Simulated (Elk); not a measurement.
An Elk run on Gd with settings drawn from a wide range, so not all are converged; totals and levels move with the basis, and no second program has checked them. Computed with DFT, LDA (Perdew-Zunger), all-electron APW+lo, Dirac cores, scalar-relativistic bands with second-variational spin-orbit coupling in Elk 11.2.3 with local patches. Elk's input is in atomic units.

Command: `OMP_NUM_THREADS=1 elk` The run took 0.02 s on 1 thread of Arm Neoverse V2, on a shared host, peak memory 0.04 GiB.

```
tasks
  0
  110
  115
  15
  21

xctype
  2

rgkmax
  7.5

gmaxvr
  12

lmaxapw
  9

lmaxo
  7

lmaxi
  2

nrmtscf
  1.5

nempty
  12

epspot
  1e-05

epsengy
  1e-05

maxscl
  100

swidth
  0.004

stype
  3

lradstp
  2

mixtype
  1

hmaxvr
  4

reducebf
  0.5

spinpol
  .true.

cmagz
  .true.

tforce
  .true.

spinorb
  .true.

sppath
  './'

avec
  0.00000000000 4.85369365717 4.85369365717
  4.85369365717 0.00000000000 4.85369365717
  4.85369365717 4.85369365717 0.00000000000

atoms
  1
  'Gd.in'
  1
  0.000000000000 0.000000000000 0.000000000000   0.000 0.000 -0.200

ngridk
  9 9 9

plot1d
  8 30
  0.0000000000 0.0000000000 0.0000000000
  0.5000000000 0.0000000000 0.5000000000
  0.6250000000 0.2500000000 0.6250000000
  0.3750000000 0.3750000000 0.7500000000
  0.0000000000 0.0000000000 0.0000000000
  0.5000000000 0.5000000000 0.5000000000
  0.5000000000 0.2500000000 0.7500000000
  0.5000000000 0.0000000000 0.5000000000
```

Muffin-tin radii in the species files: Gd 2.80 bohr.

Structure from Materials Project entry mp-614502 (possibly hypothetical), not relaxed further. The listed cell was then made from it by scaling, straining or moving an atom.

Question: What does the run give?

Answer: It refused before any iteration.
```
Error(init0): requested spin-polarised run with spin-unpolarised
 exchange-correlation functional
```
